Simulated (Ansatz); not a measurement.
**V2CO2 MXene monolayer in a perpendicular field**

What dipole does a perpendicular field induce in the V2CO2 MXene monolayer? A positive field points along +c.

Program: Ansatz 0.2.0. Level of theory: plane-wave DFT, PBE-D3(BJ), Ansatz PAW. Results are calculated unless marked as measured.

### Step 1. The starting structure

The cell holds 5 atoms: 2 O, 2 V and 1 C. Its edges and angles: a = 3.012 Å, b = 3.012 Å, c = 39.998 Å, α = 90.0°, β = 90.0°, γ = 120.0°. Vacuum lies along c.

Coordinates:

```cif
data_structure
_symmetry_space_group_name_H-M 'P 1'
_symmetry_Int_Tables_number 1
_cell_length_a 3.0122
_cell_length_b 3.0122
_cell_length_c 39.9984
_cell_angle_alpha 90.000
_cell_angle_beta 90.000
_cell_angle_gamma 120.000
_cell_volume 314.29
loop_
_atom_site_label
_atom_site_type_symbol
_atom_site_fract_x
_atom_site_fract_y
_atom_site_fract_z
_atom_site_occupancy
O1 O 0.33333 0.66667 0.44377 1
V2 V 0.66667 0.33333 0.47029 1
C3 C 0.00000 0.00000 0.50000 1
V4 V 0.33333 0.66667 0.52971 1
O5 O 0.66667 0.33333 0.55623 1
```

### Step 2. Relaxation

The starting cell is a guess, so the in-plane lattice and the atoms are relaxed first, with the slab cut off from its images along the normal.

input.yaml reads:

```yaml
crystal:
  lattice:
    - [3.012152, 0.0, 0.0]
    - [-1.506076, 2.6086001521, 0.0]
    - [0.0, 0.0, 39.9983650771]
  atoms:
    - { symbol: O, position: [0.3333333333, 0.6666666667, 0.4437681382] }
    - { symbol: V, position: [0.6666666667, 0.3333333333, 0.4702859123], spin: 2.0 }
    - { symbol: C, position: [0.0, 0.0, 0.5] }
    - { symbol: V, position: [0.3333333333, 0.6666666667, 0.5297140877], spin: 2.0 }
    - { symbol: O, position: [0.6666666667, 0.3333333333, 0.5562318618] }
  periodic: [true, true, false]
magnetization:
  spin_polarized: true
kpoints:
  mp_grid: { grid: [12, 12, 1] }
hamiltonian:
  xc: pbe
  dispersion: d3bj
scf:
  occupations: { method: fermi_dirac, width: 0.05 }
  convergence: { dr2_threshold: 1.0e-09 }
relax:
  f_tol: 0.004
  max_steps: 90
  cell: {}
output:
  write_potential: true
  write_density: true
  volumetric_format: npy
```

The run is started by

```bash
> ansatz run input.yaml --threads 2 --pin off --max-ram 3072MiB --backend cpu --events-out ev --progress --plain --runs-dir out
```

Numbers of over 12 decimals in the logs are rounded to 6 here.

Log:

```text
Warning: relax.cell: scf.convergence.dr2_threshold = 1e-9 eV is looser than the 2.37865765782e-10 eV advised for a relaxation that steers and ends on the stress (1e-10 eV for each atom of the cell: 5, times the square of relax.cell.stress_2d_tol = 0.05 N/m over 14.5 Å (the atoms' height at the walk's start and 5 Å past either face), 3.449e-2 GPa, over a crystal's default 0.05). What an SCF threshold leaves in a stress goes as its square root, and in the free energy as the threshold itself, and one threshold admits the most on a small cell: [figures from the program's tests cut] Set scf.convergence.dr2_threshold to 2.37865765782e-10 eV or tighter. [rest of the remark cut]
Engine: ansatz 0.2.0, x86_64-unknown-linux-gnu
Pseudopotentials: kind: paw
Pseudopotential: O, paw, valence charge 6, recommended cutoff 420 eV (normal), O.paw.azcp
Pseudopotential: V, paw, valence charge 13, recommended cutoff 420 eV (normal), V.paw.azcp
Pseudopotential: C, paw, valence charge 4, recommended cutoff 420 eV (normal), C.paw.azcp
Functional definition: PBE
  parameter kappa = 0.804
  parameter beta = 0.066725
  exchange = pbe_x(kappa = kappa, mu = beta*pi^2/3)
  correlation = pbe_c(beta = beta)
Crystal: 5 atoms, lattice volume = 314.287 Å³
Basis set: ecut = 420 eV, 5953 PW (Γ), exchange–correlation on 48×48×540 points (8 copies of the dense FFT grid, shifted against one another)
Bands: 28, of which v1, the nominal top of the filled ones, is band 21 counted from 1 (20 counted from 0)
Symmetry: 12 space group operations
Space group: P-3m1 (ITA 164), of the structure as read, at distance tolerance 6.8e-5 Å
Magnetic group: BNS 164.85 (UNI 1315), of the structure as read, at distance tolerance 6.8e-5 Å
k-points: 19 of 144
Non-local potential: O, projectors of the file, l = 0: 2, l = 1: 2, l = 2: 1
Non-local potential: V, projectors of the file, l = 0: 3, l = 1: 2, l = 2: 3, l = 3: 1
Non-local potential: C, projectors of the file, l = 0: 2, l = 1: 2, l = 2: 1
PAW form: soft (Blöchl's): semilocal exchange-correlation on the pseudo side does not see the compensation charge
PAW one-centre angular grid: O, 110 points (default); XC on 64 Gauss nodes
PAW one-centre angular grid: V, 590 points (default); XC on 64 Gauss nodes
PAW one-centre angular grid: C, 110 points (default); XC on 64 Gauss nodes
Initial density: superposition of atomic densities (neutral atoms: chi_scale 0, normalization atom)
Starting moments: Σ|m| = 4 μB on 2 of 5 sites
Initial wavefunctions: pseudopotential atomic-orbital guess
Functional: x = pbe(κ = 0.804, μ = 0.219515), c = pbe(β = 0.066725)
SCF iter   1: F=—  HF=-7219.207747 eV  |F-HF|=—  |Δ(HF+E_count)|=         —  Δρ=5.84e-2 (↑5.84e-2 ↓3.60e-2)  dr2=2.73e1  dr2_m=1.45e0  M=1.864 μB ∫|m|=2.252 μB  β_m=0.30  ethr=3.10e-3  ⟨swp⟩=15.1  Hψ=7806  notcnv=0
Mixer restart at iter 1: flushing history
preconditioner: auto → LDOS  [metal: Δε(μ)=0.010 eV  Ē_g=9.829 eV  σ=0.050 eV  W_gap=0.05  n_scr=24 (ndim 8)  ℏωp=10.7 eV  f_vac=0.803  D(μ)=2.61/eV (n_scr^D=14)]
spin=Collinear: LDOS preconditioning applied to the charge; magnetization (m = ρ↑ − ρ↓) channel mixes plain (no charge-response kernel on spin).
SCF iter   2: F=—  HF=-7214.542440 eV  |F-HF|=—  |Δ(HF+E_count)|=    4.67e0  Δρ=3.09e-2 (↑3.09e-2 ↓1.80e-2)  dr2=6.79e0  dr2_m=5.78e-1  M=1.835 μB ∫|m|=2.324 μB  β_m=0.45  ethr=3.10e-3  ⟨swp⟩=4.8  Hψ=3168  notcnv=0  defer=25
SCF iter   3: F=—  HF=-7213.162998 eV  |F-HF|=—  |Δ(HF+E_count)|=    1.38e0  Δρ=7.65e-3 (↑6.77e-3 ↓7.65e-3)  dr2=8.44e-2  dr2_m=9.73e-2  M=1.610 μB ∫|m|=2.175 μB  β_m=0.68  ethr=3.10e-3  ⟨swp⟩=4.3  Hψ=3095  notcnv=0  defer=25
SCF iter   4: F=—  HF=-7213.946109 eV  |F-HF|=—  |Δ(HF+E_count)|=         —  Δρ=2.14e-2 (↑2.14e-2 ↓1.61e-2)  dr2=1.01e-1  dr2_m=1.00e0  M=0.133 μB ∫|m|=0.480 μB  β_m=1.00  ethr=2.01e-4  ⟨swp⟩=3.8  Hψ=3015  notcnv=0  defer=20  κ⁻¹=1.5e-3(r=2)
SCF iter   5: F=—  HF=-7213.634370 eV  |F-HF|=—  |Δ(HF+E_count)|=   3.12e-1  Δρ=4.17e-3 (↑4.17e-3 ↓1.85e-3)  dr2=7.69e-2  dr2_m=1.41e-2  M=0.055 μB ∫|m|=0.191 μB  β_m=0.68  ethr=1.19e-4  ⟨swp⟩=3.8  Hψ=2823  notcnv=0  defer=16
SCF iter   6: F=—  HF=-7213.652868 eV  |F-HF|=—  |Δ(HF+E_count)|=   1.85e-2  Δρ=1.48e-3 (↑1.48e-3 ↓1.28e-3)  dr2=4.06e-3  dr2_m=5.12e-3  M=0.032 μB ∫|m|=0.117 μB  β_m=0.84  ethr=1.19e-4  ⟨swp⟩=4.2  Hψ=2611  notcnv=0  defer=1
SCF iter   7: F=—  HF=-7213.655466 eV  |F-HF|=—  |Δ(HF+E_count)|=   2.60e-3  Δρ=5.83e-4 (↑5.83e-4 ↓5.65e-4)  dr2=3.15e-3  dr2_m=6.59e-4  M=0.012 μB ∫|m|=0.042 μB  β_m=0.90  ethr=9.67e-6  ⟨swp⟩=3.7  Hψ=2498  notcnv=0
SCF iter   8: F=—  HF=-7213.655372 eV  |F-HF|=—  |Δ(HF+E_count)|=   9.40e-5  Δρ=3.79e-4 (↑3.70e-4 ↓3.79e-4)  dr2=2.49e-3  dr2_m=2.15e-5  M=0.002 μB ∫|m|=0.009 μB  β_m=0.75  ethr=7.50e-6  ⟨swp⟩=3.1  Hψ=2174  notcnv=0
SCF iter   9: F=—  HF=-7213.655364 eV  |F-HF|=—  |Δ(HF+E_count)|=   8.23e-6  Δρ=6.56e-5 (↑6.56e-5 ↓4.95e-5)  dr2=1.79e-5  dr2_m=4.55e-6  M=0.000 μB ∫|m|=0.003 μB  β_m=0.76  ethr=5.93e-6  ⟨swp⟩=3.0  Hψ=1806  notcnv=0
SCF iter  10: F=—  HF=-7213.655354 eV  |F-HF|=—  |Δ(HF+E_count)|=   1.04e-5  Δρ=5.68e-5 (↑2.71e-5 ↓5.68e-5)  dr2=1.43e-5  dr2_m=2.19e-6  M=0.001 μB ∫|m|=0.003 μB  β_m=0.76  ethr=4.27e-8  ⟨swp⟩=3.5  Hψ=2553  notcnv=0
SCF iter  11: F=—  HF=-7213.655352 eV  |F-HF|=—  |Δ(HF+E_count)|=   1.99e-6  Δρ=1.21e-5 (↑1.21e-5 ↓7.48e-6)  dr2=1.68e-6  dr2_m=1.33e-7  M=0.000 μB ∫|m|=0.001 μB  β_m=0.74  ethr=3.40e-8  ⟨swp⟩=3.3  Hψ=2190  notcnv=0
SCF iter  12: F=—  HF=-7213.655352 eV  |F-HF|=—  |Δ(HF+E_count)|=   4.61e-7  Δρ=4.36e-6 (↑3.99e-6 ↓4.36e-6)  dr2=2.04e-7  dr2_m=2.44e-8  M=0.000 μB ∫|m|=0.000 μB  β_m=0.74  ethr=4.00e-9  ⟨swp⟩=2.9  Hψ=1876  notcnv=0
SCF iter  13: F=—  HF=-7213.655352 eV  |F-HF|=—  |Δ(HF+E_count)|=   7.13e-8  Δρ=1.33e-6 (↑1.33e-6 ↓1.16e-6)  dr2=1.54e-8  dr2_m=9.62e-10  M=0.000 μB ∫|m|=0.000 μB  β_m=0.82  ethr=4.86e-10  ⟨swp⟩=3.3  Hψ=2015  notcnv=0
SCF iter  14: F=—  HF=-7213.655352 eV  |F-HF|=—  |Δ(HF+E_count)|=   3.95e-8  Δρ=2.84e-7 (↑2.84e-7 ↓2.57e-7)  dr2=3.18e-10  dr2_m=7.75e-11  M=0.000 μB ∫|m|=0.000 μB  β_m=0.75  ethr=3.67e-11  ⟨swp⟩=3.4  Hψ=2389  notcnv=0
SCF iter  15: F=-7213.655352 eV  HF=-7213.655352 eV  |F-HF|=2.65e-10  |Δ(HF+E_count)|=  6.12e-10  Δρ=8.65e-8 (↑8.65e-8 ↓5.97e-8)  dr2=9.75e-12  dr2_m=1.24e-11  M=0.000 μB ∫|m|=0.000 μB  ethr=1.00e-12  ⟨swp⟩=7.6  Hψ=7888  notcnv=0
[...]
relax step   6: F+E_penalty+E_count = -7214.15672378 eV  Δ(F+E_penalty+E_count) = +1.083e-2 eV  max|allowed force component| = 2.685e-3 eV/Å  Δτ_max = 0.0000 Å  P = -0.297 N/m  Ω = 287.048 Å³  fix = [c, alpha, beta]  reactions: c -0.000 N/m  stress off target by 2.97e-1 N/m on what of the cell is left free  SCF on the basis re-selected at this cell (its energy is not comparable with the rows above)  (7 SCF iters)
[...]
relax step   7: F+E_penalty+E_count = -7214.15710123 eV  Δ(F+E_penalty+E_count) = -3.774e-4 eV  max|allowed force component| = 9.302e-3 eV/Å  Δτ_max = 0.0012 Å  P = -0.045 N/m  Ω = 286.658 Å³  energy of the carried Pulay correction = +2.714e-4 eV  fix = [c, alpha, beta]  reactions: c -0.000 N/m  (8 SCF iters, accepted)
[...]
relax step   8: F+E_penalty+E_count = -7214.15715911 eV  Δ(F+E_penalty+E_count) = -5.788e-5 eV  max|allowed force component| = 6.935e-5 eV/Å  Δτ_max = 0.0005 Å  P = -0.001 N/m  Ω = 286.585 Å³  energy of the carried Pulay correction = +3.228e-4 eV  fix = [c, alpha, beta]  reactions: c -0.000 N/m  (7 SCF iters, accepted)
iter 1 solved again at ethr=4.84e-8 eV; its pass at ethr=3.10e-3 eV (dr2=2.03e-5 eV) is discarded
SCF iter   1: F=—  HF=-7214.156782 eV  |F-HF|=—  |Δ(HF+E_count)|=         —  Δρ=3.02e-6 (↑3.02e-6 ↓3.00e-6)  dr2=2.21e-8  dr2_m=1.75e-11  M=0.000 μB ∫|m|=0.000 μB  β_m=0.65  ethr=4.84e-8  ⟨swp⟩=7.2  Hψ=13476  notcnv=0
preconditioner: auto → Resta (q_TF=auto, 1.981 Å⁻¹)  ε∞=2.7  [insulator: Δε(μ)=0.128 eV  Ē_g=8.578 eV  σ=0.050 eV  W_gap=0.50  n_scr=24 (ndim 8)  ℏωp=11.2 eV  f_vac=0.817  D(μ)=1.77/eV (n_scr^D=12)  ε∞_Penn≈2.7  vacuum switching on, ρ_ref=5.3e-3 e/Å³]
spin=Collinear: Resta preconditioning applied to the charge; magnetization (m = ρ↑ − ρ↓) channel mixes plain (no charge-response kernel on spin).
SCF iter   2: F=—  HF=-7214.156809 eV  |F-HF|=—  |Δ(HF+E_count)|=   2.73e-5  Δρ=1.19e-6 (↑1.16e-6 ↓1.19e-6)  dr2=5.02e-9  dr2_m=6.89e-12  M=0.000 μB ∫|m|=0.000 μB  β_m=0.55  ethr=5.27e-11  ⟨swp⟩=4.7  Hψ=3238  notcnv=0
SCF iter   3: F=—  HF=-7214.156809 eV  |F-HF|=—  |Δ(HF+E_count)|=   6.85e-9  Δρ=5.99e-7 (↑5.99e-7 ↓5.96e-7)  dr2=1.89e-9  dr2_m=3.25e-12  M=0.000 μB ∫|m|=0.000 μB  β_m=0.56  ethr=1.20e-11  ⟨swp⟩=3.3  Hψ=2116  notcnv=0
SCF iter   4: F=—  HF=-7214.156809 eV  |F-HF|=—  |Δ(HF+E_count)|=   2.29e-9  Δρ=2.40e-7 (↑2.26e-7 ↓2.40e-7)  dr2=1.03e-9  dr2_m=1.25e-12  M=0.000 μB ∫|m|=0.000 μB  β_m=0.54  ethr=4.51e-12  ⟨swp⟩=3.1  Hψ=2102  notcnv=0
SCF iter   5: F=—  HF=-7214.156809 eV  |F-HF|=—  |Δ(HF+E_count)|=  3.55e-10  Δρ=1.68e-7 (↑1.49e-7 ↓1.68e-7)  dr2=4.49e-10  dr2_m=5.20e-13  M=0.000 μB ∫|m|=0.000 μB  β_m=0.58  ethr=2.45e-12  ⟨swp⟩=2.2  Hψ=1257  notcnv=0
SCF iter   6: F=-7214.156809 eV  HF=-7214.156809 eV  |F-HF|=4.16e-10  |Δ(HF+E_count)|=  6.34e-10  Δρ=2.03e-7 (↑1.90e-7 ↓2.03e-7)  dr2=6.78e-10  dr2_m=1.24e-13  M=0.000 μB ∫|m|=0.000 μB  ethr=1.07e-12  ⟨swp⟩=11.2  Hψ=8255  notcnv=0
the starting moments were not kept: the SCF closed with an absolute magnetisation of 8.7e-7 μB, where they sum to 4 μB in size (2 sites). That is at most 0.1 of that sum. Measured as dr2_m measures the in/out step, that magnetisation stands 1.8e-13 eV from none, at or under the dr2_threshold of 1.0e-9 eV: it is no larger than a step whose dr2_m would equal this threshold.
SCF 9 converged in 6 iterations: F = -7214.156809 eV  dr2 = 6.78e-10
relax step   9: F+E_penalty+E_count = -7214.15680887 eV  Δ(F+E_penalty+E_count) = +3.502e-4 eV  max|allowed force component| = 1.219e-4 eV/Å  Δτ_max = 0.0000 Å  P = -0.007 N/m  Ω = 286.585 Å³  fix = [c, alpha, beta]  reactions: c -0.000 N/m  stress off target by 6.97e-3 N/m on what of the cell is left free  SCF on the basis re-selected at this cell (its energy is not comparable with the rows above)  (6 SCF iters)
basis re-selected at this cell: Δ(F+E_penalty+E_count) = +3.502e-4 eV, ΔP = -0.006 N/m vs the last step (what re-selecting the basis moved, of the pressure what is left beyond the Pulay correction that the steps carried, after the strain that the cell walked since its last selection, with what the two solves' SCF thresholds leave and, on support functions, any second-order correction that the steps lacked; it is no m [...]
WARN: The output density's exchange-correlation potential varies sharply where the density is thin. Do not read a vacuum level from v_tot or v_xc, or from such a field of the output density. On a cell that repeats whose density bears no net charge and no dipole along the vacuum's axis use v_es (v_loc + v_h of the components); under efield.dipole_correction with no amplitude use v_es + v_field, which holds any externa [...]
SCF converged after 6 iterations
Magnetization: 0.0000 μB (21.0000 up, 21.0000 down)
Absolute magnetization: 0.0000 μB (∫|ρ↑−ρ↓|, with the PAW one-centre terms)
Spin contamination: 0.0000 ħ² per cell (⟨S²⟩ above its minimum at these occupations)
Per-site moments (μB) at R_I (Å): [(-5.7608854999527296e-8, 0.804634), (2.3211383688831106e-7, 0.804634), (-1.2071698637420567e-7, 0.841485), (2.321138370069529e-7, 0.804634), (-5.7608854968445435e-8, 0.804634)]
Free energy (F): -7214.156809 eV
Harris-Foulkes:  -7214.156809 eV  (|F-HF|=4.16e-10)
Internal energy: -7214.142563 eV  (E = F + TS)
E sigma→0 (E₀):  -7214.149686 eV
Entropy (-TS):   -0.014246 eV (-2.849 meV/atom)
Fermi energy:    -6.598002 eV
--- Per-component energies (eV) ---
  E_band       = -1189.115054
  E_kinetic    = 1113.991015
  E_local      = -185206.347313  (includes V_loc(G=0)·N_el)
  E_nonlocal   = 23.424629
  E_hartree    = 91963.162819
  E_xc         = -458.776003
  E_vxc        = -581.674781  (∫ρ·V_xc dr)
  E_paw        = -2635.197102  (= ΣΔE_a)
  E_vpaw       = -464.835877  (= ΣTr[D̂ρ^β])
  E_aug_tail   = 0.005410  (compensation charges beyond the density's cutoff)
  E_ewald      = 87986.793086
  E_disp       = -1.199103  (pairwise vdW)
  E_smearing   = -0.014246  (= −TS)
  E_closure    = 0.000000  (closes the sum)
  Σ components = -7214.156809   (vs F -7214.156809, Δ=0.00e0)
--- Forces (eV/Å), atoms counted from 1 ---
  atom   1  O      0.00000000     0.00000000     0.00000372
  atom   2  V     -0.00000000    -0.00000000    -0.00012185
  atom   3  C      0.00000000     0.00000000     0.00000000
  atom   4  V      0.00000000     0.00000000     0.00012185
  atom   5  O      0.00000000    -0.00000000    -0.00000372
  max |Σ_I F_I| component: 3.70e-17 eV/Å
--- 2D stress c σ (N/m, compression-positive) ---
       -0.006970       0.000000      -0.000000
        0.000000      -0.006970       0.000000
       -0.000000       0.000000      -0.000000
  P = ½ c Tr σ = -0.0070 N/m
--- Band table (eV; the first three rows and the last of 38) ---
  k-point 0 ↑: bands = [... 17 lower, -8.1738, -7.4598, -7.4598, -7.3283, -7.3283, -6.2819, -6.2439, -6.2439, ... 3 higher]
  k-point 1 ↑: bands = [... 17 lower, -8.4010, -8.1446, -8.0426, -7.0195, -6.7316, -6.2382, -6.1430, -5.9849, ... 3 higher]
  k-point 2 ↑: bands = [... 17 lower, -9.6524, -8.7635, -8.1524, -7.1423, -6.5034, -5.9971, -5.6699, -5.5785, ... 3 higher]
  k-point 18 ↓: bands = [... 17 lower, -10.7693, -10.1381, -10.1381, -6.3503, -6.0905, -6.0905, -5.0038, -5.0038, ... 3 higher]
  the weakly bound empty levels are not read free of the cell's end (no_gap_told)
--- Relaxed structure (7 steps of the walk, 7 accepted, 2 SCFs on fresh bases) ---
  F+E_penalty+E_count = -7214.15680887 eV   max|allowed force component| = 1.219e-4 eV/Å   (the final SCF, on the basis selected at the relaxed cell)
  cell:  # Å, volume = 286.5846 Å³
    - [2.876338, 0.0, 0]
    - [-1.438169, 2.490982, 0]
    - [0, 0, 39.9983650771]
  atoms:
    - { symbol: O, position: [0.333333, 0.666667, 0.444796] }
    - { symbol: V, position: [0.666667, 0.333333, 0.470380] }
    - { symbol: C, position: [0, 0, 0.5] }
    - { symbol: V, position: [0.333333, 0.666667, 0.529620] }
    - { symbol: O, position: [0.666667, 0.333333, 0.555204] }
```

Run time: 62 s. Hardware: 2 threads of Intel Xeon Platinum 8559C (Emerald Rapids), shared host; peak memory 0.82 GiB; 2 min of CPU time.

The steps of the relaxation:

```
step  energy less that of the first step (eV)  largest force component (eV/Å)  volume (Å³)
   1                                   0.0000                          1.4027       314.29
   2                                  -0.4471                          0.7420       293.37
   3                                  -0.5013                          0.3229       286.48
   4                                  -0.5123                          0.0284       286.64
   5                                  -0.5122                          0.0032       287.05
  6*                                  -0.5014                          0.0027       287.05
   7                                  -0.5017                          0.0093       286.66
   8                                  -0.5018                          0.0001       286.58
  9*                                  -0.5015                          0.0001       286.58
```

Relaxation steps marked * repeat the geometry before them on a plane-wave basis chosen anew for their cell, so energy and pressure can jump there.

Forces are held to the 12 operations that the run works with; a distortion that breaks them can't arise in this run.

```
cell as run  before  after  change
      a (Å)   3.012  2.876  -4.5 %
      b (Å)   3.012  2.876  -4.5 %
```

The atoms that moved most (Å, along periodic axes as changes of fractional coordinates times the final cell, across vacuum about the mean position):

```
atom     dx     dy      dz  length
  O1  0.000  0.000   0.041   0.041
  O5  0.000  0.000  -0.041   0.041
```

Final coordinates:

```xyz
5
Lattice="2.8763 0.0000 0.0000 -1.4382 2.4910 0.0000 0.0000 0.0000 39.9984" Properties=species:S:1:pos:R:3
O     0.0000    1.6607   17.7911
V     1.4382    0.8303   18.8144
C     0.0000    0.0000   19.9992
V     0.0000    1.6607   21.1840
O     1.4382    0.8303   22.2073
```

Numbers from this step:

- energy at zero smearing: -7214.1497 eV

The lattice constant a goes from 3.012 to 2.876 Å.

(Part 1 of 2 ends here.)

[Logs are printed without paths, hosts, clocks, repeated set-up lines and the standing remarks that a program may print on its own settings, such as how far it seeks lower states.]

[Hosts, paths, dates, database ids (printed as entryN), source tags and the programs' standing remarks are cut or masked in the printed files.]

[Maps of the electrostatic potential energy from Ansatz leave out the sawtooth potential of an applied field or a dipole correction, so their vacuum need not be flat; planar profiles and work functions include it.]
